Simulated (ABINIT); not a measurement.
SnTe:

```
CELL_PARAMETERS angstrom
0.00000 3.15085 3.15085
3.15085 0.00000 3.15085
3.15085 3.15085 0.00000
ATOMIC_POSITIONS crystal
Te 0.50000 0.50000 0.50000
Sn 0.00000 0.00000 0.00000
```

| Quantity | Value |
| --- | --- |
| Program | ABINIT 10.8.3 (patched build) |
| Task | single point |
| Functional | PBEsol |
| Potentials or basis | PseudoDojo NC SR PBEsol v0.4.1 standard |
| Cutoff | 1088 eV |
| k mesh | 7 × 7 × 7 |
| Occupations | fermi-dirac, width 0.05 eV |
| Spin | no spin polarisation |

On this cell: pressure -0.3 GPa; largest force zero by symmetry; band gap on the k mesh not listed.

The same run follows on a disturbed copy (atoms moved at random, drawn with an rms of 0.05 Å):

```
Te Sn
1.0
     0.00000    3.15085    3.15085
     3.15085    0.00000    3.15085
     3.15085    3.15085    0.00000
Te Sn
1 1
Direct
  0.51041 0.49414 0.50590
  0.00359 0.99017 0.99647
```

Q: What changes?

A: The energy moves by +0.2 meV/atom; pressure -0.2 GPa; largest force 0.016 eV/Å; band gap on the k mesh 0.67 eV, direct.

Forces in eV/Å, atoms in the order of the input:
```
Te  -0.009 -0.011 -0.007
Sn   0.009  0.011  0.007
```

Caveats: spin-orbit coupling is left out, which moves the levels of the heavy elements (some runs); an odd mesh through Γ misses points on the zone boundary, where band edges often lie (some runs).
